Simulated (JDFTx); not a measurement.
# SiC (Moissanite 3C) (F-43m) in JDFTx: reference runs

Aim: a first look at SiC (Moissanite 3C) with PBEsol, on the cell as given.

Program: JDFTx 1.7.0 (patched build). These are calculated values, not measurements. Logs are shortened: lines on timing, memory, paths and dates and some standing lists are left out, and cuts for length are marked. The log counts tension as positive stress, the text compression.

**Measured values to compare with.**

“Insight into the structural, elastic and electronic properties of a new orthorhombic 6O-SiC polytype”, 2020, pmc:7200658 quotes, for a bulk crystal of SiC: band gap 2.4 eV (indirect).

The runs below are set against these values where they give the same quantity.

## (1) The crystal as given

It takes space group F-43m (No. 216, cubic). The conventional cell has a = 4.358 Å, b = 4.358 Å, c = 4.358 Å, α = 90.00°, β = 90.00°, γ = 90.00°. Around Si (site symmetry -43m) lie 4 C at 1.89 Å. C (site symmetry -43m) has 4 Si at 1.89 Å as nearest neighbours.

## (2) Single point, PBEsol

SiC.in reads:

```
lattice \
    0.0000000000     4.1177132256     4.1177132256 \
    4.1177132256     0.0000000000     4.1177132256 \
    4.1177132256     4.1177132256     0.0000000000
coords-type Lattice
ion Si     0.0000000000     0.0000000000     0.0000000000 1
ion C      0.7500000000     0.7500000000     0.7500000000 1

ion-species pseudo/Si.upf
ion-species pseudo/C.upf
elec-cutoff 41 328
elec-ex-corr gga-PBEsol
kpoint-folding 10 10 10
elec-smearing Fermi 0.0018374661
elec-n-bands 9
electronic-SCF nIterations 100 energyDiffThreshold 1e-09
electronic-minimize nIterations 30 energyDiffThreshold 1e-7
converge-empty-states yes
forces-output-coords Cartesian

dump-name run.$VAR
dump End Ecomponents EigStats BandEigs Kpoints Forces Stress ElecDensity Dtot KEdensity
```

Potentials or basis: PseudoDojo-SR-PBEsol-0.4.1-standard with smoothed tails.

Run with:

```sh
> jdftx -c 1 -i SiC.in -o SiC.out
```

The program printed:

```text
*************** JDFTx 1.7.0 (patched build) ***************

Input parsed successfully to the following command list (including defaults):
[... the input with its defaults ...]

---------- Setting up symmetries ----------

Found 48 point-group symmetries of the bravais lattice
Found 24 space-group symmetries with basis
Applied RMS atom displacement 0 bohrs to make symmetries exact.

---------- Initializing the Grid ----------
R =
[            0      4.11771      4.11771  ]
[      4.11771            0      4.11771  ]
[      4.11771      4.11771            0  ]
unit cell volume = 139.636
G =
[  -0.762946   0.762946   0.762946  ]
[   0.762946  -0.762946   0.762946  ]
[   0.762946   0.762946  -0.762946  ]
Minimum fftbox size, Smin = [  48  48  48  ]
Chosen fftbox size, S = [  48  48  48  ]

---------- Initializing tighter grid for wavefunction operations ----------
R =
[            0      4.11771      4.11771  ]
[      4.11771            0      4.11771  ]
[      4.11771      4.11771            0  ]
unit cell volume = 139.636
G =
[  -0.762946   0.762946   0.762946  ]
[   0.762946  -0.762946   0.762946  ]
[   0.762946   0.762946  -0.762946  ]
Minimum fftbox size, Smin = [  36  36  36  ]
Chosen fftbox size, S = [  36  36  36  ]

---------- Exchange Correlation functional ----------
Initalized PBEsol GGA exchange.
Initalized PBEsol GGA correlation.

---------- Setting up pseudopotentials ----------
Width of ionic core gaussian charges (only for fluid interactions / plotting) set to 0

Reading pseudopotential file 'pseudo/Si.upf':
  'Si' pseudopotential, 'PBESOL' functional
  Generated using ONCVPSP code by D. R. Hamann
  4 valence electrons, 2 orbitals, 6 projectors, 1001 radial grid points, with lMax = 2
    3S    l: 0   occupation:  2.0   eigenvalue: -0.395742
    3P    l: 1   occupation:  2.0   eigenvalue: -0.149099
  Core radius for overlap checks: 1.86 bohrs.

Reading pseudopotential file 'pseudo/C.upf':
  'C' pseudopotential, 'PBESOL' functional
  Generated using ONCVPSP code by D. R. Hamann
  4 valence electrons, 2 orbitals, 4 projectors, 1001 radial grid points, with lMax = 1
    2S    l: 0   occupation:  2.0   eigenvalue: -0.501565
    2P    l: 1   occupation:  2.0   eigenvalue: -0.192331
  Core radius for overlap checks: 1.21 bohrs.

Initialized 2 species with 2 total atoms.

Folded 1 k-points by 10x10x10 to 1000 k-points.

---------- Setting up k-points, bands, fillings ----------
Adding inversion symmetry to k-mesh for non-inversion-symmetric unit cell.
Reduced to 47 k-points under symmetry.
Computing the number of bands and number of electrons
Calculating initial fillings.
nElectrons:   8.000000   nBands: 9   nStates: 47

----- Setting up reduced wavefunction bases (one per k-point) -----
average nbasis = 1750.583 , ideal nbasis = 1750.927

---------- Setting up ewald sum ----------
Optimum gaussian width for ewald sums = 1.870194 bohr.
Real space sum over 1331 unit cells with max indices [  5  5  5  ]
Reciprocal space sum over 2197 terms with max indices [  6  6  6  ]

---------- Allocating electronic variables ----------
Initializing wave functions:  linear combination of atomic orbitals
Note: number of bands (9) exceeds available atomic orbitals (8)
Si pseudo-atom occupations:   s ( 2 )  p ( 2 )
C pseudo-atom occupations:   s ( 2 )  p ( 2 )
	FillingsUpdate:  mu: +0.478912635  nElectrons: 8.000000
LCAOMinimize: Iter:   0  F: -9.5316805323443923  |grad|_K:  1.050e-02  alpha:  1.000e+00
	FillingsUpdate:  mu: +0.422067996  nElectrons: 8.000000
LCAOMinimize: Iter:   1  F: -9.6241166937658846  |grad|_K:  1.870e-04  alpha:  4.231e-01  linmin: -4.796e-01  cgtest:  8.183e-01
LCAOMinimize: Encountered beta<0, resetting CG.
[... 6 lines of inner loops ...]
LCAOMinimize: Iter:   4  F: -9.6241553602776904  |grad|_K:  4.561e-07  alpha:  7.799e-01  linmin:  3.503e-07  cgtest:  1.267e-05
	FillingsUpdate:  mu: +0.421050810  nElectrons: 8.000000
LCAOMinimize: Iter:   5  F: -9.6241553604889774  |grad|_K:  1.278e-08  alpha:  5.334e-01  linmin: -1.137e-03  cgtest:  2.664e-03
LCAOMinimize: Converged (|Delta F|<1.000000e-06 for 2 iters).

-------- Electronic minimization -----------
Will mix electronic density at each iteration.
	FillingsUpdate:  mu: +0.421050810  nElectrons: 8.000000
	FillingsUpdate:  mu: +0.369833510  nElectrons: 8.000000
SCF: Cycle:  0   F: -9.702066712492559   dF: -7.791e-02   |Residual|: 5.782e-02   |deigs|: 2.421e-01
	FillingsUpdate:  mu: +0.368750271  nElectrons: 8.000000
SCF: Cycle:  1   F: -9.703334808837967   dF: -1.268e-03   |Residual|: 3.150e-02   |deigs|: 1.116e-02
	FillingsUpdate:  mu: +0.369583481  nElectrons: 8.000000
SCF: Cycle:  2   F: -9.703440373102287   dF: -1.056e-04   |Residual|: 4.969e-03   |deigs|: 2.953e-03
	FillingsUpdate:  mu: +0.370442337  nElectrons: 8.000000
SCF: Cycle:  3   F: -9.703461900186067   dF: -2.153e-05   |Residual|: 3.759e-03   |deigs|: 1.651e-03
	FillingsUpdate:  mu: +0.370337326  nElectrons: 8.000000
SCF: Cycle:  4   F: -9.703469523504562   dF: -7.623e-06   |Residual|: 8.441e-04   |deigs|: 3.641e-04
	FillingsUpdate:  mu: +0.370333216  nElectrons: 8.000000
SCF: Cycle:  5   F: -9.703469750171084   dF: -2.267e-07   |Residual|: 4.733e-04   |deigs|: 2.314e-04
	FillingsUpdate:  mu: +0.370360699  nElectrons: 8.000000
SCF: Cycle:  6   F: -9.703469952283120   dF: -2.021e-07   |Residual|: 1.388e-04   |deigs|: 1.785e-04
	FillingsUpdate:  mu: +0.370366430  nElectrons: 8.000000
SCF: Cycle:  7   F: -9.703469968734209   dF: -1.645e-08   |Residual|: 4.187e-05   |deigs|: 1.290e-04
	FillingsUpdate:  mu: +0.370371773  nElectrons: 8.000000
SCF: Cycle:  8   F: -9.703469971751415   dF: -3.017e-09   |Residual|: 1.016e-05   |deigs|: 9.863e-05
	FillingsUpdate:  mu: +0.370371920  nElectrons: 8.000000
SCF: Cycle:  9   F: -9.703469972386046   dF: -6.346e-10   |Residual|: 1.012e-05   |deigs|: 9.775e-05
	FillingsUpdate:  mu: +0.370371709  nElectrons: 8.000000
SCF: Cycle: 10   F: -9.703469972632540   dF: -2.465e-10   |Residual|: 7.090e-06   |deigs|: 1.165e-04
SCF: Converged (|Delta E|<1.000000e-09 for 2 iters).

Setting wave functions to eigenvectors of Hamiltonian
Converging empty states (this may take a while): |deigs|: 8.824e-04

# Stress tensor in Cartesian coordinates [Eh/a0^3]:
[  4.56847e-06            0            0  ]
[            0  4.56847e-06            0  ]
[            0            0  4.56847e-06  ]

# Ionic positions in lattice coordinates:
ion Si   0.000000000000000   0.000000000000000   0.000000000000000 1
ion C   0.750000000000000   0.750000000000000   0.750000000000000 1

# Forces in Cartesian coordinates:
force Si  -0.000000000000000   0.000000000000000  -0.000000000000000 1
force C   0.000000000000000   0.000000000000000  -0.000000000000000 1

# Energy components:
   Eewald =      -10.4656108845110634
       EH =        1.1460611277770780
     Eloc =       -3.3516110742880105
      Enl =        0.2995560748306467
      Exc =       -3.7533108056815387
 Exc_core =        0.5526282335217158
       KE =        5.8688173575764333
-------------------------------------
     Etot =       -9.7034699707747407
       TS =        0.0000000018577994
-------------------------------------
        F =       -9.7034699726325400

IonicMinimize: Iter:   0  F: -9.703469972632540  |grad|_K:        nan
IonicMinimize: None of the convergence criteria satisfied after 0 iterations.

#--- Lowdin population analysis ---
# oxidation-state Si +1.066
# oxidation-state C -0.996

Dumping 'run.eigStats' ...
	eMin: -0.220322 at state 0 ( [ +0.000000 +0.000000 +0.000000 ] spin 0 )
	HOMO: +0.346868 at state 0 ( [ +0.000000 +0.000000 +0.000000 ] spin 0 )
	mu  : +0.370371
	LUMO: +0.392452 at state 30 ( [ +0.000000 +0.500000 +0.500000 ] spin 0 )
	eMax: +0.934992 at state 5 ( [ +0.000000 +0.000000 +0.500000 ] spin 0 )
	HOMO-LUMO gap: +0.045584
	Optical gap  : +0.163829 at state 30 ( [ +0.000000 +0.500000 +0.500000 ] spin 0 )
Done!
[note: mu as printed may lie anywhere between the filled and the empty levels]
```

Wall time 42 s (1 thread of Arm Neoverse V2, shared host); peak memory 0.08 GiB.

What came out:

| Item | Value |
| --- | --- |
| Free energy | -264.0449 eV |
| Pressure | -0.1 GPa |
| Band gap on the k mesh | 1.24 eV, indirect (least direct gap 4.46 eV) |
| Loewdin charges | Si +1.07; C -1.00 e |

Levels at points of the mesh, in eV from the valence-band top:
| k point | band 1 | band 2 | band 3 | band 4 | band 5 |
| --- | --- | --- | --- | --- | --- |
| (0.00, 0.00, 0.00) | -15.43 | 0.00 | 0.00 | 0.00 | 6.17 |
| (0.00, 0.00, 0.50) | -11.83 | -8.61 | -1.06 | -1.06 | 5.36 |
| (0.00, 0.50, 0.50) | -10.37 | -7.84 | -3.22 | -3.22 | 1.24 |

## (3) How close it comes

Step 2. A measured gap of SiC is 2.4 eV (indirect; quoted in “Insight into the structural, elastic and electronic properties of a new orthorhombic 6O-SiC polytype”, 2020, pmc:7200658); the calculated 1.24 eV misses it by -1.16 eV. The value is that of PBEsol on a finite k mesh, which can miss the band edges, without temperature or zero-point motion. Semilocal functionals fall short of measured gaps as a rule.
